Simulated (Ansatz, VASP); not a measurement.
## SrO: VASP beside Ansatz

```
Sr O
1.0
     3.65989    0.00000    0.00000
    -1.82994    3.16955    0.00000
     0.00000    0.00000    6.40382
Sr O
2 2
Direct
  0.33333 0.66667 0.25000
  0.66667 0.33333 0.75000
  0.00000 0.00000 0.00000
  0.00000 0.00000 0.50000
```

Change from the starting cell: strain +0.030 along x and y, +0.030 along z, atoms carried along.

Alike in both runs: task single point; functional PBEsol; k mesh 9 × 9 × 4; occupations gaussian, width 0.05 eV; no spin polarisation.

|  | VASP | Ansatz |
| --- | --- | --- |
| version | VASP 6.6.1 | Ansatz 0.2.0 |
| potentials or method | VASP PAW PBE potentials, release 64 (Sr_sv, O) | scalar-relativistic, plane waves, PAW |
| plane-wave cutoff (eV) | 520 | 420 |
| valence electrons in the cell | 32 | 32 |

|  | VASP | Ansatz | Ansatz less VASP |
| --- | --- | --- | --- |
| gap on the k mesh at the Fermi level (eV) | 2.45 | 2.46 | +0.006 |
| least direct gap on the mesh (eV) | 2.45 | 2.46 | +0.006 |
| pressure (GPa) | -7.8 | -8.2 | -0.39 |
| largest component of the traceless stress (GPa) | 1.05 | 1.04 | -0.010 |

The functional is the same, so the differences come from potentials, cutoffs and numerics.

Caveats: the PAW data sets were made with another functional, which shifts forces and pressure a little (VASP).
